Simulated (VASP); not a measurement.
The system is Ge.

```
Ge
1.0
     1.48805   -2.59469    0.00000
     1.48805    2.59469    0.00000
     0.00000    0.00000    4.72760
Ge
2
Direct
  0.33345 0.66655 0.25000
  0.66655 0.33345 0.75000
```

This isn't the form of Ge at room conditions, which is diamond.

```yaml
Program: VASP 6.6.1
Task: relaxation of cell and atoms
Functional: PBEsol
Potentials_or_basis: VASP PAW PBE potentials, release 64 (Ge_d)
Cutoff: 600 eV
k_mesh: 8 × 8 × 6
Occupations: fermi-dirac, width 0.05 eV
Spin: no spin polarisation
```

At the start: pressure 0.8 GPa; volume 18.25 Å³/atom.

Task: How do energy, volume and symmetry change on relaxing?

Result: Over 9 steps the energy falls by 20.6 meV/atom and the volume is 18.34 Å³/atom (+0.5 %); space group P6_3/mmc (No. 194, to 0.05 Å).

The path:
```
step  energy change (eV)  largest force (eV/Å)  pressure (GPa)  volume (Å³)
   1              0.0000                0.0038            0.75        36.51
   2             -0.0287                0.0014           -0.47        36.95
   3             -0.0371                0.0021           -1.49        37.42
   4             -0.0386                0.0012           -1.14        37.26
   5             -0.0387                0.0014           -1.25        37.29
   6             -0.0402                0.0022            0.45        36.48
   7             -0.0411                0.0020           -0.19        36.78
   8             -0.0413                0.0015            0.07        36.67
   9             -0.0413                0.0016           -0.04        36.69
```

Final structure:
```
Ge
1.0
     1.45967   -2.53466    0.00000
     1.45967    2.53466    0.00000
     0.00000    0.00000    4.95796
Ge
2
Direct
  0.33335 0.66665 0.25000
  0.66665 0.33335 0.75000
```

Caveat: the PAW data sets were made with another functional, which shifts forces and pressure a little.
